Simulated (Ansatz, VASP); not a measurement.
NaCl in VASP and in Ansatz

File INCAR:

```
SYSTEM = NaCl
  PREC = Accurate
  ENCUT = 520
  EDIFF = 1E-7
  ISMEAR = -1
  SIGMA = 0.05
  LREAL = .False.
  LASPH = .True.
  NELM = 100
  ALGO = Normal
  ISIF = 2
  LWAVE = .False.
  LCHARG = .False.
  GGA = PE
  NBANDS = 14
```

File KPOINTS:

```
regular mesh
0
Gamma
  8 8 8
  0 0 0
```

File POSCAR:

```
NaCl
1.0
    3.5482767325      0.0000000000      0.0000000000
    0.0000000000      3.5482767325      0.0000000000
    0.0000000000      0.0000000000      3.5482767325
Cl Na
1 1
Direct
    0.5000000000      0.5000000000      0.5000000000
    0.0000000000      0.0000000000      0.0000000000
```

File input.yaml:

```yaml
crystal:
  lattice:
    - [3.5482767325, 0.0, 0.0]
    - [0.0, 3.5482767325, 0.0]
    - [0.0, 0.0, 3.5482767325]
  atoms:
    - { symbol: Cl, position: [0.5, 0.5, 0.5] }
    - { symbol: Na, position: [0.0, 0.0, 0.0] }
hamiltonian:
  xc: pbe
  pseudopotentials: { kind: paw }
kpoints:
  mp_grid: { grid: [8, 8, 8] }
scf:
  occupations: { method: fermi_dirac, width: 0.05 }
output:
  forces: true
  stress: true
  eigenvalues: true
```

Change from the starting cell: volume scaled by 1.04.

Alike in both runs: task single point; functional PBE; k mesh 8 × 8 × 8; occupations fermi-dirac, width 0.05 eV; no spin polarisation.

|  | VASP | Ansatz |
| --- | --- | --- |
| version | VASP 6.6.1 | Ansatz 0.2.0 |
| potentials or method | VASP PAW PBE potentials, release 64 (Cl, Na_pv) | Ansatz PAW |
| plane-wave cutoff (eV) | 520 | 420 |
| valence electrons in the cell | 14 | 16 |

|  | VASP | Ansatz | Ansatz less VASP |
| --- | --- | --- | --- |
| gap on the k mesh at the Fermi level (eV) | 3.85 | 3.85 | 0.000 |
| least direct gap on the mesh (eV) | 4.31 | 4.31 | 0.000 |
| pressure (GPa) | -0.9 | -0.8 | +0.05 |

The functional is the same, so the differences come from potentials, cutoffs and numerics. The two sets of potentials don't hold the same shells in valence.

A k mesh can miss the band edges.
